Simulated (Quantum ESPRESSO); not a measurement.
A calculation with Quantum ESPRESSO 7.5 of SiC (ASE script, structure from a POSCAR):

File run.py:

```python
import numpy as np
from ase.calculators.espresso import Espresso, EspressoProfile
from ase.io import read

atoms = read('POSCAR')

input_data = {
    'control': {'calculation': 'scf', 'prefix': 'pwscf', 'outdir': './tmp', 'tprnfor': True, 'tstress': True, 'disk_io': 'nowf'},
    'system': {'ecutwfc': 55.0, 'ecutrho': 440.0, 'nbnd': 9, 'occupations': 'smearing', 'smearing': 'fd', 'degauss': 0.00367493},
    'electrons': {'conv_thr': 4e-10, 'electron_maxstep': 120, 'mixing_beta': 0.5},
}
pseudopotentials = {'C': 'C.pbe-n-kjpaw_psl.1.0.0.UPF', 'Si': 'Si.pbe-n-rrkjus_psl.1.0.0.UPF'}
profile = EspressoProfile(command='pw.x', pseudo_dir='pseudo')
dft = Espresso(profile=profile, input_data=input_data, pseudopotentials=pseudopotentials, kpts=(11, 11, 11), koffset=(0, 0, 0))
atoms.calc = dft

print(f'energy {atoms.get_potential_energy():.8f} eV')
print('forces (eV/A)')
print(np.round(atoms.get_forces(), 6))
print('stress (eV/A^3, Voigt)')
print(np.round(atoms.get_stress(), 8))
print(f'Fermi level {dft.get_fermi_level():.4f} eV')
```

Contents of POSCAR:

```
SiC
1.0
    0.0000000000      2.1740000000      2.1740000000
    2.1740000000      0.0000000000      2.1740000000
    2.1740000000      2.1740000000      0.0000000000
Si C
1 1
Direct
    0.9887039000      0.0260696600      0.0191595200
    0.7612961000      0.7239303400      0.7308404800
```

Potentials or basis: SSSP 1.3 efficiency PBE.

Command:

```bash
$ OMP_NUM_THREADS=1 python run.py
```

Problem. Write the same calculation in another form: native input, structure typed inline.

Solution. As run:

Contents of pw.in:

```
&CONTROL
  calculation = 'scf'
  prefix = 'pwscf'
  outdir = './tmp'
  pseudo_dir = './pseudo'
  tprnfor = .true.
  tstress = .true.
  disk_io = 'low'
/
&SYSTEM
  ibrav = 0
  nat = 2
  ntyp = 2
  ecutwfc = 55
  ecutrho = 440
  nbnd = 9
  occupations = 'smearing'
  smearing = 'fd'
  degauss = 0.00367493
/
&ELECTRONS
  conv_thr = 4d-10
  electron_maxstep = 120
  mixing_beta = 0.5
/
ATOMIC_SPECIES
Si    28.0850 Si.pbe-n-rrkjus_psl.1.0.0.UPF
C     12.0110 C.pbe-n-kjpaw_psl.1.0.0.UPF
CELL_PARAMETERS angstrom
   0.0000000000    2.1740000000    2.1740000000
   2.1740000000    0.0000000000    2.1740000000
   2.1740000000    2.1740000000    0.0000000000
ATOMIC_POSITIONS crystal
Si     0.9887039000    0.0260696600    0.0191595200
C      0.7612961000    0.7239303400    0.7308404800
K_POINTS automatic
11 11 11 0 0 0
```

pp_density.in

```
&INPUTPP
  prefix = 'pwscf'
  outdir = './tmp'
  filplot = 'density.dat'
  plot_num = 0
/
&PLOT
  nfile = 1
  filepp(1) = 'density.dat'
  iflag = 3
  output_format = 6
  fileout = 'density.cube'
/
```

Contents of pp_potential.in:

```
&INPUTPP
  prefix = 'pwscf'
  outdir = './tmp'
  filplot = 'potential.dat'
  plot_num = 11
/
&PLOT
  nfile = 1
  filepp(1) = 'potential.dat'
  iflag = 3
  output_format = 6
  fileout = 'potential.cube'
/
```

Potentials or basis: SSSP 1.3 efficiency PBE.

Run with:

```console
$ OMP_NUM_THREADS=1 pw.x -in pw.in > pw.out
$ OMP_NUM_THREADS=1 pp.x -in pp_density.in > pp_density.out
$ OMP_NUM_THREADS=1 pp.x -in pp_potential.in > pp_potential.out
```

Both were run:

|  | ASE script, structure from a POSCAR | native input, structure typed inline |
| --- | --- | --- |
| Pressure | 10.0 GPa | 10.0 GPa |
| Largest force | 3.679 eV/Å | 3.679 eV/Å |
| Band gap on the k mesh | 0.46 eV, indirect (least direct gap 4.11 eV) | 0.46 eV, indirect (least direct gap 4.11 eV) |

Keys that steer only the numerical path or the files written may differ.

Caveat: an odd mesh through Γ misses points on the zone boundary, where band edges often lie; forces of over 1 eV/Å show positions far from the minimum, so gaps and moduli don't describe the material at rest.
